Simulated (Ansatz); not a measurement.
## Levels of theory for N (P6_3/mmc)

All numbers come from the plane-wave code Ansatz. No spin polarisation and no zero-point or thermal motion.

N (P6_3/mmc) from a database of computed structures, relaxed with r2SCAN+rVV10. Space group P6_3/mmc (No. 194), hexagonal; conventional cell a = 3.579 Å, c = 7.641 Å, 21.19 Å³ an atom. Around N lie 1 N at 1.09 Å.

```cif
data_structure
_symmetry_space_group_name_H-M 'P6_3/mmc'
_symmetry_Int_Tables_number 194
_cell_length_a 3.5793
_cell_length_b 3.5793
_cell_length_c 7.6410
_cell_angle_alpha 90.000
_cell_angle_beta 90.000
_cell_angle_gamma 120.000
_cell_volume 84.77
loop_
_atom_site_label
_atom_site_type_symbol
_atom_site_symmetry_multiplicity
_atom_site_Wyckoff_symbol
_atom_site_fract_x
_atom_site_fract_y
_atom_site_fract_z
_atom_site_occupancy
N1 N 4 f 0.33333 0.66667 0.32158 1
```

Relaxed lattice by functional, symmetry kept:

| functional | k mesh | a (Å) | c (Å) | volume (Å³/atom) |
| --- | --- | --- | --- | --- |
| PBE-D3(BJ) | 6×6×4 | 3.822 | 7.423 | 23.47 |
| r2SCAN+rVV10 | 12×12×4 | 3.579 | 7.641 | 21.19 |
| PBE-D4 | 12×12×4 | 3.834 | 7.489 | 23.83 |

On this one geometry the levels give:
```
                                    level   k mesh  gap (eV)      kind                  edges  least direct gap (eV)
                                      LDA  12×12×4      6.89  indirect         K–Γ (0.53) → M                   6.94
                                      PBE  12×12×4      7.08  indirect         K–Γ (0.50) → M                   7.13
                                   r2SCAN  12×12×4      7.73  indirect         K–Γ (0.53) → M                   7.79
                                    HSE06    6×6×2      9.37  indirect         K–Γ (0.53) → M                   9.43
                                 DDH-PBE0    6×6×2     14.65  indirect         K–Γ (0.53) → M                  14.71
                                     PBE0    6×6×2     10.17  indirect         K–Γ (0.53) → M                  10.23
                                  r2SCAN0    6×6×2     10.59  indirect         K–Γ (0.53) → M                  10.64
G0W0@PBE (253 empty bands, 120 eV, 6×6×2)    6×6×2     13.25         –  K–Γ (0.50) → M (mesh)                      –
G0W0@PBE (628 empty bands, 220 eV, 6×6×2)    6×6×2     13.31         –  K–Γ (0.50) → M (mesh)                      –
```
PBE: smearing of 0.02 eV; the others have fixed occupations.
Wave cutoffs: 420 eV, 500 eV (r2SCAN, r2SCAN0).
Points off the special ones are mesh points or PBE's searched band edges, reused at the other levels. Set aside, since their points miss a band edge that the other levels read or their mesh is too coarse: LC-ωPBE.
The G0W0 gap is PBE's gap over the path plus the quasiparticle shift read on the mesh. No extrapolation in bands, cutoff or mesh was made for G0W0.

With HSE06 the valence top lies at K–Γ (0.53 of the way from K) and the conduction bottom at M, 9.37 eV higher; the smallest vertical gap, at M, is 9.43 eV.

r2SCAN covers 29 % of the step from PBE to HSE06, while HSE06 needs about 9 times r2SCAN's cost (on a coarser mesh). Among these functionals the gap stays indirect.

The meshes of the hybrids are coarse, so their gaps aren't converged to the digits shown.
